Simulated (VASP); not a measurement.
# Mg (P6/mmm) in VASP: notebook, part 2 of 2

VASP 6.6.1. Earlier steps stand in the parts before.

### Step 4. Single point, r2SCAN

INCAR reads:

```
ADDGRID = False
ALGO = Normal
EDIFF = 1E-6
ENCUT = 350
ISIF = 2
ISMEAR = 1
LASPH = True
LCHARG = False
LMIXTAU = True
LREAL = False
LWAVE = False
METAGGA = R2SCAN
NELM = 100
PREC = Accurate
SIGMA = 0.2
```

KPOINTS reads:

```
k-points
0
Gamma
  9 9 8
```

POSCAR reads:

```
Mg
1.0
    3.1430880000     -0.0084060000     -0.0278050000
   -1.5788240000      2.6046760000      0.0276970000
   -0.0277550000      0.0158990000      3.0020770000
Mg
1
Direct
   -0.0144770000      0.0117080000      0.0082640000
```

Potentials or basis: VASP PAW PBE potentials, release 64 (Mg).

On the command line:

```
$ cat potpaw_PBE.64/Mg/POTCAR > POTCAR
$ mpirun -np 1 vasp_std > vasp.out
```

OUTCAR:

```text
EDIFF = 1E-6
   ENCUT = 350
   ISIF = 2
   ISMEAR = 1
   LASPH = True
   LREAL = False
   METAGGA = R2SCAN
   NELM = 100
   PREC = Accurate

 Found    325 irreducible k-points:

 Following reciprocal coordinates:
            Coordinates               Weight
  0.000000  0.000000  0.000000      1.000000
  0.111111  0.000000 -0.000000      2.000000
  0.222222  0.000000 -0.000000      2.000000
  0.333333  0.000000 -0.000000      2.000000
  0.444444  0.000000 -0.000000      2.000000
  0.000000  0.111111  0.000000      2.000000
   k-points           NKPTS =    325   k-points in BZ     NKDIM =    325   number of bands    NBANDS=      5
   number of dos      NEDOS =    301   number of ions     NIONS =      1
   total plane-waves  NPLWV =   7200
   dimension x,y,z NGX =    20 NGY =   20 NGZ =   18
   dimension x,y,z NGXF=    40 NGYF=   40 NGZF=   36
   ions per type =               1
   NGX,Y,Z   is equivalent  to a cutoff of  10.58, 10.92,  9.97 a.u.
   NGXF,Y,Z  is equivalent  to a cutoff of  21.16, 21.83, 19.93 a.u.
 SYSTEM =  unknown system
   PREC   = accura    normal or accurate (medium, high low for compatibility)
   ISTART =      0    job   : 0-new  1-cont  2-samecut
   ICHARG =      2    charge: 1-file 2-atom 10-const
   ISPIN  =      1    spin polarized calculation?
   LNONCOLLINEAR =      F non collinear calculations
   LSORBIT =      F    spin-orbit coupling
[... 48 lines left out ...]
  free energy    TOTEN  =        -3.87036823 eV

  energy without entropy =       -3.87072952  energy(sigma->0) =       -3.87048866

 E-fermi :   2.3379     XC(G=0):  -8.8382

 val. band max:        2.3339474255   @ k =  -0.3333  -0.3333   0.1250
 cond. band min:       2.3763127052   @ k =   0.4444   0.3333   0.3750
 fundamental gap:      0.0423652797
 Fermi energy:         2.3378718306

 k-point     1 :       0.0000    0.0000    0.0000
  band No.  band energies     occupation
      1      -4.8352      2.00000
      2      11.0954      0.00000
      3      12.2495      0.00000
      4      14.8979      0.00000
      5      16.1131      0.00000
[... 33 lines left out ...]
 k-point     6 :       0.0000    0.1111    0.0000
  band No.  band energies     occupation
      1      -4.5406      2.00000
      2      10.9816      0.00000
      3      12.4941      0.00000
      4      13.0683      0.00000
      5      13.5093      0.00000

 [... further k-points ...]
[... 5 lines left out ...]
  --------------------------------------------------------------------------------------
  -------------------------------------------------------------------------------------
  Total       -0.1414497      0.1523111      0.0931382      0.0387144     -0.0187656      0.0170027
  in kB       -9.2370365      9.9463152      6.0821691      2.5281506     -1.2254443      1.1103196
  external PRESSURE =       2.2638159 kB  Pullay stress =       0.0000000 kB

 VOLUME and BASIS-vectors are now :
 -----------------------------------------------------------------------------
  energy-cutoff  :      350.00
  volume of cell :       24.53
      direct lattice vectors                 reciprocal lattice vectors
     3.143088000 -0.008406000 -0.027805000     0.318692044  0.193154686  0.001923445
    -1.578824000  2.604676000  0.027697000     0.001010546  0.384559010 -0.002027282
    -0.027755000  0.015899000  3.002077000     0.002942377 -0.001758937  0.333139234

 POSITION                                       TOTAL-FORCE (eV/Angst)
 -----------------------------------------------------------------------------------
      3.07887      0.02234     -0.00227        -0.000000      0.000000      0.000000
 -----------------------------------------------------------------------------------
    total drift:                               -0.000091     -0.000025      0.001143

  FREE ENERGIE OF THE ION-ELECTRON SYSTEM (eV)
  ---------------------------------------------------
  free  energy   TOTEN  =        -3.8703682305 eV

  energy  without entropy=       -3.8707295242  energy(sigma->0) =       -3.87048866
```

Wall time 51 s (1 thread of Intel Xeon 6975P-C (Granite Rapids), shared host); peak memory 0.14 GiB.

These settings aren't checked as converged: the numbers below hold their error.

Results:

```
Free energy            : -3.8704 eV
Pressure               : 0.2 GPa
Band gap on the k mesh : none (metal or under the smearing width)
```

Caveat: the PAW data sets were made with another functional, which shifts forces and pressure a little.

### Step 5. Single point, r2SCAN

This run uses another cell than the first one, of the same volume but with other edges.

Edit INCAR of step 4 so:

```diff
@@ -3,3 +3,3 @@
 EDIFF = 1E-6
-ENCUT = 350
+ENCUT = 600
 ISIF = 2
```

KPOINTS reads:

```
k-points
0
Gamma
  7 7 6
```

POSCAR reads:

```
Mg
1.0
    3.0502998005      0.0000000000      0.0000000000
   -1.5251499003      2.6416371164      0.0000000000
    0.0000000000      0.0000000000      3.0448375700
Mg
1
Direct
    0.0000000000      0.0000000000      0.0000000000
```

On the command line:

```
$ cat potpaw_PBE.64/Mg/POTCAR > POTCAR
$ mpirun -np 1 vasp_std > vasp.out
```

Wall time 8.8 s (1 thread of Intel Xeon 6975P-C (Granite Rapids), shared host); peak memory 0.13 GiB.

These settings aren't checked as converged: the numbers below hold their error.

What came out:

- Free energy: -3.8686 eV
- Pressure: 0.9 GPa
- Band gap on the k mesh: none (metal or under the smearing width)

Caveat: the PAW data sets were made with another functional, which shifts forces and pressure a little.

### Step 6. Single point, r2SCAN

INCAR is that of step 5.

KPOINTS is that of step 5.

POSCAR reads:

```
Mg
1.0
    3.1430880000     -0.0084060000     -0.0278050000
   -1.5788240000      2.6046760000      0.0276970000
   -0.0277550000      0.0158990000      3.0020770000
Mg
1
Direct
   -0.0144770000      0.0117080000      0.0082640000
```

Potentials or basis: VASP PAW PBE potentials, release 64 (Mg).

On the command line:

```
$ cat potpaw_PBE.64/Mg/POTCAR > POTCAR
$ mpirun -np 1 vasp_std > vasp.out
```

OUTCAR:

```text
EDIFF = 1E-6
   ENCUT = 600
   ISIF = 2
   ISMEAR = 1
   LASPH = True
   LREAL = False
   METAGGA = R2SCAN
   NELM = 100
   PREC = Accurate

 Found    148 irreducible k-points:

 Following reciprocal coordinates:
            Coordinates               Weight
  0.000000  0.000000  0.000000      1.000000
  0.142857  0.000000 -0.000000      2.000000
  0.285714  0.000000 -0.000000      2.000000
  0.428571  0.000000 -0.000000      2.000000
  0.000000  0.142857 -0.000000      2.000000
  0.142857  0.142857 -0.000000      2.000000
   k-points           NKPTS =    148   k-points in BZ     NKDIM =    148   number of bands    NBANDS=      5
   number of dos      NEDOS =    301   number of ions     NIONS =      1
   total plane-waves  NPLWV =  16128
   dimension x,y,z NGX =    28 NGY =   24 NGZ =   24
   dimension x,y,z NGXF=    56 NGYF=   48 NGZF=   48
   ions per type =               1
   NGX,Y,Z   is equivalent  to a cutoff of  14.81, 13.10, 13.29 a.u.
   NGXF,Y,Z  is equivalent  to a cutoff of  29.62, 26.20, 26.58 a.u.
 SYSTEM =  unknown system
   PREC   = accura    normal or accurate (medium, high low for compatibility)
   ISTART =      0    job   : 0-new  1-cont  2-samecut
   ICHARG =      2    charge: 1-file 2-atom 10-const
   ISPIN  =      1    spin polarized calculation?
   LNONCOLLINEAR =      F non collinear calculations
   LSORBIT =      F    spin-orbit coupling
[... 49 lines left out ...]
  free energy    TOTEN  =        -3.87506232 eV

  energy without entropy =       -3.87458175  energy(sigma->0) =       -3.87490213

 E-fermi :   2.4430     XC(G=0):  -8.8396

 val. band max:        2.4216425724   @ k =  -0.2857  -0.4286   0.3333
 cond. band min:       2.4440562966   @ k =  -0.2857   0.4286   0.5000
 fundamental gap:      0.0224137242
 Fermi energy:         2.4429513368

 k-point     1 :       0.0000    0.0000    0.0000
  band No.  band energies     occupation
      1      -4.8374      2.00000
      2      11.0985      0.00000
      3      12.2541      0.00000
      4      14.9029      0.00000
      5      16.1212      0.00000
[... 33 lines left out ...]
 k-point     6 :       0.1429    0.1429   -0.0000
  band No.  band energies     occupation
      1      -3.4096      2.00000
      2       8.3673      0.00000
      3       9.2917      0.00000
      4      13.4456      0.00000
      5      13.6597      0.00000

 [... further k-points ...]
[... 5 lines left out ...]
  --------------------------------------------------------------------------------------
  -------------------------------------------------------------------------------------
  Total        0.0756135      0.3063869     -0.1759286     -0.0059031      0.0605753     -0.1925602
  in kB        4.9377588     20.0078723    -11.4886047     -0.3854856      3.9557286    -12.5746886
  external PRESSURE =       4.4856755 kB  Pullay stress =       0.0000000 kB

 VOLUME and BASIS-vectors are now :
 -----------------------------------------------------------------------------
  energy-cutoff  :      600.00
  volume of cell :       24.53
      direct lattice vectors                 reciprocal lattice vectors
     3.143088000 -0.008406000 -0.027805000     0.318692044  0.193154686  0.001923445
    -1.578824000  2.604676000  0.027697000     0.001010546  0.384559010 -0.002027282
    -0.027755000  0.015899000  3.002077000     0.002942377 -0.001758937  0.333139234

 POSITION                                       TOTAL-FORCE (eV/Angst)
 -----------------------------------------------------------------------------------
      3.07887      0.02234     -0.00227        -0.000000      0.000000      0.000000
 -----------------------------------------------------------------------------------
    total drift:                               -0.000085     -0.000069      0.000215

  FREE ENERGIE OF THE ION-ELECTRON SYSTEM (eV)
  ---------------------------------------------------
  free  energy   TOTEN  =        -3.8750623169 eV

  energy  without entropy=       -3.8745817527  energy(sigma->0) =       -3.87490213
```

OSZICAR:

```text
N       E                     dE             d eps       ncg     rms          rms(c)
DAV:   1    -0.298513287241E+01   -0.29851E+01   -0.78009E+02  1500   0.305E+02
DAV:   2    -0.394098989628E+01   -0.95586E+00   -0.90782E+00  1850   0.173E+01
DAV:   3    -0.394687986467E+01   -0.58900E-02   -0.58786E-02  1990   0.169E+00
[... 11 lines left out ...]
DAV:  15    -0.387507443485E+01   -0.29304E-04   -0.27459E-05  1705   0.363E-02    0.117E-02
DAV:  16    -0.387507872891E+01   -0.42941E-05   -0.41425E-06  1580   0.156E-02    0.608E-03
DAV:  17    -0.387506452251E+01    0.14206E-04   -0.45005E-06  1600   0.115E-02    0.287E-03
DAV:  18    -0.387506268039E+01    0.18421E-05   -0.50606E-07  1460   0.737E-03    0.737E-04
DAV:  19    -0.387506231686E+01    0.36353E-06   -0.14366E-07   755   0.356E-03
   1 F= -.38750623E+01 E0= -.38749021E+01  d E =-.480564E-03
```

Run time: 35 s. Hardware: 1 thread of Intel Xeon 6975P-C (Granite Rapids), shared host; peak memory 0.16 GiB.

The run converged, but some of its settings lie outside the range that counts as converged, so its numbers aren't taken as properties of the crystal.

Results:

```yaml
Free_energy: -3.8751 eV
Pressure: 0.4 GPa
Band_gap_on_the_k_mesh: none (metal or under the smearing width)
```

Caveat: the PAW data sets were made with another functional, which shifts forces and pressure a little.
